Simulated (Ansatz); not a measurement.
# TiO2: how the settings move a single-point run

Question: which choices in the input matter for TiO2? The cell is built on a prototype (fluorite) and needn't be the phase found in nature.

Program: Ansatz 0.2.0. Level of theory: reference: DFT, r2SCAN, plane waves, PAW. These are calculated values, not measurements.

1 further run of the same task is left out (for a known fault of the program).

## Step 1: The structure to begin with

Symmetry: Fm-3m, No. 225, cubic system. The conventional cell has a = 4.794 Å, b = 4.794 Å, c = 4.794 Å, α = 90.00°, β = 90.00°, γ = 90.00°. Ti (site symmetry m-3m) has 8 O at 2.08 Å as nearest neighbours. Around O (site symmetry -43m) lie 4 Ti at 2.08 Å.

Coordinates:

```xyz
3
Lattice="0.0000 2.3968 2.3968 2.3968 0.0000 2.3968 2.3968 2.3968 0.0000" Properties=species:S:1:pos:R:3 pbc="T T T"
Ti    0.0000    0.0000    0.0000
O     1.1984    1.1984    1.1984
O     3.5952    3.5952    3.5952
```

## Step 2: Baseline

input.yaml

```yaml
crystal:
  lattice:
    - [0.0, 2.3968272579, 2.3968272579]
    - [2.3968272579, 0.0, 2.3968272579]
    - [2.3968272579, 2.3968272579, 0.0]
  atoms:
    - { symbol: Ti, position: [0.0, 0.0, 0.0] }
    - { symbol: O, position: [0.25, 0.25, 0.25] }
    - { symbol: O, position: [0.75, 0.75, 0.75] }
kpoints:
  mp_grid: { grid: [6, 6, 6] }
hamiltonian:
  xc: r2scan
scf:
  occupations: { method: fixed }
  n_extra_bands: 4
output:
  forces: true
  stress: true
  eigenvalues: true
```

Started as:

```
$ ansatz run input.yaml --threads 4 --pin off --max-ram 3686MiB --backend cpu --events-out ev --progress --plain --runs-dir out
```

## Step 3: A further run, with the input changed

input.yaml: that of step 2 with these lines changed.

```diff
@@ -16,2 +16,4 @@
   n_extra_bands: 4
+  convergence: { dr2_threshold: 0.0001 }
+  max_iter: 77
 output:
```

## Step 5: Changing settings: occupations.method methfessel_paxton, occupations.width 0.2

input.yaml: that of step 2 with these lines changed.

```diff
@@ -14,3 +14,3 @@
 scf:
-  occupations: { method: fixed }
+  occupations: { method: methfessel_paxton, width: 0.2 }
   n_extra_bands: 4
```

## Step 6: Changed: occupations.method gaussian, occupations.width 0.2

input.yaml: that of step 2 with these lines changed.

```diff
@@ -14,3 +14,3 @@
 scf:
-  occupations: { method: fixed }
+  occupations: { method: gaussian, width: 0.2 }
   n_extra_bands: 4
```

## Step 7: Variant: occupations.method fermi_dirac, occupations.width 0.5

input.yaml: that of step 2 with these lines changed.

```diff
@@ -14,3 +14,3 @@
 scf:
-  occupations: { method: fixed }
+  occupations: { method: fermi_dirac, width: 0.5 }
   n_extra_bands: 4
```

## Step 8: Variant: xc mr2scan

input.yaml: that of step 2 with these lines changed.

```diff
@@ -12,3 +12,3 @@
 hamiltonian:
-  xc: r2scan
+  xc: mr2scan
 scf:
```

## Step 9: Changed: occupations.method methfessel_paxton, occupations.width 0.001

input.yaml: that of step 2 with these lines changed.

```diff
@@ -14,3 +14,3 @@
 scf:
-  occupations: { method: fixed }
+  occupations: { method: methfessel_paxton, width: 0.001 }
   n_extra_bands: 4
```

(Steps that only read results are left out.)

Before running it: what results should come out? Wanted: for each run, ending; energy change; pressure; gap; force.

The runs gave:

| run | ending | energy change | pressure (GPa) | gap (eV) | force (eV/Å) | cycles | time |
| --- | --- | --- | --- | --- | --- | --- | --- |
| reference | converged | 0 | 0.0 | 1.51 | 0.00 | 8 | 1.4 s |
| 1: dr2_threshold 0.0001 | converged | 0.0 meV/atom | 0.0 | 1.51 | 0.00 | 6 | 1.3 s |
| 2: occupations.method methfessel_paxton, occupations.width 0.2 | converged | 0.0 meV/atom (σ→0) | 0.0 | 1.51 | 0.00 | 8 | 1.4 s |
| 3: occupations.method gaussian, occupations.width 0.2 | converged | 0.0 meV/atom (σ→0) | 0.0 | 1.51 | 0.00 | 8 | 1.4 s |
| 4: occupations.method fermi_dirac, occupations.width 0.5 | converged | +38.6 meV/atom (σ→0) | 2.2 | 1.69 | 0.00 | 9 | 1.6 s |
| 5: xc mr2scan | converged | not comparable | 0.0 | 1.51 | 0.00 | 8 | 1.4 s |
| 6: occupations.method methfessel_paxton, occupations.width 0.001 | converged | 0.0 meV/atom (σ→0) | 0.0 | 1.51 | 0.00 | 8 | 1.4 s |

Residual by cycle in the longest SCF loop of each run; runs are numbered as in the table. The quantity is the density residual dr2, in eV.

```csv
cycle,reference,run 1,run 2,run 3,run 4,run 5,run 6
1,0.371,0.371,0.372,0.372,0.19,0.371,0.371
2,0.8,0.8,0.799,0.801,0.609,0.8,0.799
3,0.0479,0.0479,0.0477,0.0478,0.00896,0.0479,0.0477
4,0.0178,0.0178,0.0176,0.0182,0.00675,0.0178,0.0174
5,3.2e-4,3.2e-4,2.9e-4,3.0e-4,0.00144,3.2e-4,3.9e-4
6,1.3e-6,1.3e-6,1.0e-6,1.0e-6,1.2e-4,1.3e-6,1.2e-6
7,1.5e-6,-,1.4e-6,1.5e-6,5.1e-6,1.5e-6,1.3e-6
8,2.9e-9,-,5.7e-9,5.4e-9,2.9e-8,2.9e-9,8.4e-10
9,-,-,-,-,2.9e-10,-,-
```

**Reading.** No change moves the result by more than the table shows.
